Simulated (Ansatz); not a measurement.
**TiAl2: enthalpy under pressure, worked through**

These are results of Ansatz 0.2.0, DFT PBEsol, scalar-relativistic, plane waves, PAW, not measurements. (420 eV cutoff, 10×10×10 k-mesh, Gaussian smearing of 0.10 eV, no spin polarisation)

Reference structure (relaxed):

```yaml
crystal:
  lattice:
    - [1.95033, -6.02628, 0.00000]
    - [1.95033, 6.02628, 0.00000]
    - [0.00000, 0.00000, 3.97242]
  atoms:
    - { symbol: Ti, position: [0.65622, 0.34378, 0.00000] }
    - { symbol: Ti, position: [0.34378, 0.65622, 0.00000] }
    - { symbol: Al, position: [0.00000, 0.00000, 0.00000] }
    - { symbol: Al, position: [0.82710, 0.17290, 0.50000] }
    - { symbol: Al, position: [0.17290, 0.82710, 0.50000] }
    - { symbol: Al, position: [0.50000, 0.50000, 0.50000] }
```

Cell and atoms were relaxed at each target pressure within the start's symmetry (Cmmm), at zero temperature; other phases can be more stable under pressure. H = E + PV with P the target; E is the free energy at the smearing used, whose derivative the pressure is, per atom and counted from zero pressure.

```tsv
P (GPa)	V (Å³/atom)	E − E0 (meV)	H − H0 (meV)
0	15.563	0.0	0.0
3	15.180	3.5	287.8
8	14.637	21.8	752.7
15	13.997	67.3	1377.6
30	12.965	209.6	2637.2
60	11.591	585.5	4926.3
```

Thermodynamics gives dH/dP = V along a relaxed path. Integrate V over P by the trapezoid rule and compare with the computed enthalpies.

With 1 eV/Å³ = 160.22 GPa, each step adds the mean volume times ΔP / 160.22:
| P (GPa) | ∫V dP (meV) | H − H0 (meV) | difference (meV) |
| --- | --- | --- | --- |
| 3 | 287.8 | 287.8 | 0.1 |
| 8 | 753.1 | 752.7 | 0.4 |
| 15 | 1378.6 | 1377.6 | 0.9 |
| 30 | 2640.7 | 2637.2 | 3.5 |
| 60 | 4939.7 | 4926.3 | 13.3 |

V(P) curves upward, so the trapezoid rule runs high; integrating a smooth curve through the same points (P as a polynomial of degree 4 in ln V) puts that excess at about 13.5 meV at 60 GPa, against the 13.3 meV found.

At 60 GPa, how much of the enthalpy change is stored energy and how much is the PV term?

E rises by 585 meV/atom and PV is 60 × 11.591 / 160.22 = 4341 meV/atom, so PV makes 88 % of ΔH. So between rival structures at high pressure a small difference in volume can outweigh the difference in energy: 1 % of this volume is worth 43.4 meV/atom at this pressure.

What bulk modulus do the lowest pressures give?

From the pressures that the runs reached, -2.99 GPa (15.997 Å³) and 3.00 GPa (15.180 Å³), B = −ΔP/Δln V = 5.99 / 0.0525 = 114 GPa, a mean over that range.